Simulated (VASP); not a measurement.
A run of VASP 6.6.1 is set up as follows.

INCAR

```
  PREC = Accurate
  ENCUT = 600
  EDIFF = 1E-6
  ISMEAR = 1
  SIGMA = 0.1
  LREAL = F
  LASPH = T
  NELM = 80
  ALGO = Normal
  ISIF = 3
  LWAVE = F
  LCHARG = F
  GGA = PS
  IBRION = 2
  NSW = 90
  EDIFFG = -0.01
  KPAR = 2
```

KPOINTS

```
regular mesh
0
Gamma
  8 8 12
```

The input POSCAR:

```
IrO2
1.0
    4.5051000000      0.0000000000      0.0000000000
    0.0000000000      4.5051000000      0.0000000000
    0.0000000000      0.0000000000      3.1586000000
Ir O
2 4
Direct
    0.0000000000      0.0000000000      0.0000000000
    0.5000000000      0.5000000000      0.5000000000
    0.3077000000      0.3077000000      0.0000000000
    0.1923000000      0.8077000000      0.5000000000
    0.6923000000      0.6923000000      0.0000000000
    0.8077000000      0.1923000000      0.5000000000
```

Potentials or basis: VASP PAW PBE potentials, release 64 (Ir, O).

Run with:

```console
$ cat potpaw_PBE.64/Ir/POTCAR potpaw_PBE.64/O/POTCAR > POTCAR
$ mpirun -np 2 vasp_std > vasp.out
```

(1) Predict the relaxed volume.

(2) What does it give for the relaxed cell?

## Answers

(1) 10.60 Å³/atom.

(2) a = 4.485 Å, b = 4.485 Å, c = 3.164 Å, α = 90.00°, β = 90.00°, γ = 90.00°.

Caveat: the PAW data sets were made with another functional, which shifts forces and pressure a little.
